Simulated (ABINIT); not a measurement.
Sb:

```
Sb
1.0
     2.15420    1.24373    3.75800
    -2.15420    1.24373    3.75800
     0.00000   -2.48746    3.75800
Sb
2
Direct
  0.76651 0.76651 0.76651
  0.23349 0.23349 0.23349
```

Base run:

```yaml
Program: ABINIT 10.8.3 (patched build)
Functional: PBEsol
Potentials_or_basis: JTH PAW PBE v2.0
Cutoff: 517 eV
k_mesh: 8 × 8 × 8
Occupations: fermi-dirac, width 0.05 eV
Spin: no spin polarisation
```

Its results: band gap on the k mesh none (metal or under the smearing width); pressure -0.2 GPa; largest force 0.115 eV/Å.

**Question.** The run is repeated on the same cell with these changes: functional from PBEsol to RPBE. What comes out?

**Answer.** Band gap on the k mesh none (metal or under the smearing width); pressure 3.8 GPa; largest force 0.205 eV/Å.

RPBE binds less tightly than PBEsol, so the same cell stands under more pressure.

Caveats: the PAW data sets were made with another functional, which shifts forces and pressure a little; spin-orbit coupling is left out, which moves the levels of the heavy elements.
